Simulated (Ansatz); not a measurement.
Wanted: the native input for an Ansatz 0.2.0 run.

```yaml
Task: band structure
Functional: PBEsol
Potentials_or_basis: all-electron LAPW, scalar-relativistic
Cutoff: 311 eV (chosen from the basis error)
Basis_error_allowed: 0.001 eV/atom
k_mesh: 8 × 8 × 8
Occupations: fermi-dirac, width 0.05 eV
Spin: no spin polarisation
```

Crystal: ZnSe (Stilleite).

```
Se Zn
1.0
     0.00000    2.83380    2.83380
     2.83380    0.00000    2.83380
     2.83380    2.83380    0.00000
Se Zn
1 1
Cartesian
  4.2507 4.2507 4.2507
  0.0000 0.0000 0.0000
```

The input as run:

input.yaml

```yaml
crystal:
  lattice:
    - [0.0, 2.8338, 2.8338]
    - [2.8338, 0.0, 2.8338]
    - [2.8338, 2.8338, 0.0]
  atoms:
    - { symbol: Se, position: [0.75, 0.75, 0.75] }
    - { symbol: Zn, position: [0.0, 0.0, 0.0] }
kpoints:
  mp_grid: { grid: [8, 8, 8] }
  band_path:
    path:
      - [0.0, 0.0, 0.0]
      - [0.5, 0.0, 0.5]
      - [0.5, 0.25, 0.75]
      - [0.375, 0.375, 0.75]
      - [0.0, 0.0, 0.0]
      - [0.5, 0.5, 0.5]
      - [0.625, 0.25, 0.625]
      - [0.5, 0.25, 0.75]
    npoints: 10
scf:
  occupations: { method: fermi_dirac, width: 0.05 }
hamiltonian:
  xc: pbesol
  pseudopotentials: { kind: all_electron, lapw: { basis_error: 0.001 } }
output:
  forces: true
  stress: true
  eigenvalues: true
```

Potentials or basis: all-electron LAPW, scalar-relativistic.

Run with:

```sh
$ ansatz run input.yaml --threads 1 --pin off --max-ram 3072MiB --backend cpu --events-out ev --progress --plain --runs-dir out
```

Results of the run:

The pressure is -1.1 GPa. The band gap on the k mesh is 1.17 eV, direct. The band gap along the path is 1.17 eV, direct.

It took 47 s on 1 thread of Intel(R) Xeon(R) Processor @ 2.50GHz (Skylake/Cascade Lake), on a shared host, peak memory 0.31 GiB.
